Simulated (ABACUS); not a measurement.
**Fe under changes of volume**

One of the cells (12.019 Å³/atom); the others are scaled copies at fixed shape and fractional positions:

```
Fe
1.0
    -1.44300    1.44300    1.44300
     1.44300   -1.44300    1.44300
     1.44300    1.44300   -1.44300
Fe
1
Direct
  0.00000 0.00000 0.00000
```

| Property | Result |
| --- | --- |
| Program | ABACUS 3.10.1 |
| Functional | PBEsol |
| Potentials or basis | PseudoDojo NC SR 0.4.1 PBEsol standard |
| Cutoff | 1225 eV |
| Density cutoff | 4898 eV |
| Basis | plane waves |
| k mesh | 13 × 13 × 13 |
| Occupations | fermi-dirac, width 0.05 eV |
| Spin | collinear spin, ferromagnetic start |
| Starting moments | [3.0] μB |

```csv
volume (Å³/atom),energy over the lowest point (meV/atom),pressure (GPa),moment (μB per cell)
11.298,0.00,-8.4,2.18
11.538,14.96,-11.4,2.24
11.778,33.52,-13.7,2.31
12.019,55.56,-15.6,2.38
12.259,79.60,-16.3,2.49
12.499,?,?,?
12.740,130.23,-18.8,2.61
```

**Question.** What does the run at 12.499 Å³/atom give?

**Answer.** Energy over the lowest point 103.88 meV/atom; pressure -17.2 GPa; moment 2.57 μB per cell.

Worked out: A Birch-Murnaghan fit of order 3 (a polynomial in V^(-2/3)) to the other rows has no minimum within the range. It gives 104.57 meV/atom at 12.499 Å³/atom, against the run's 103.88, and -dE/dV = -17.0 GPa, against -17.2. A parabola through the other rows of the moment, of slope 0.314 μB per Å³/atom there, gives 2.54 μB, against the run's 2.57.

Energies are extrapolated to zero smearing.
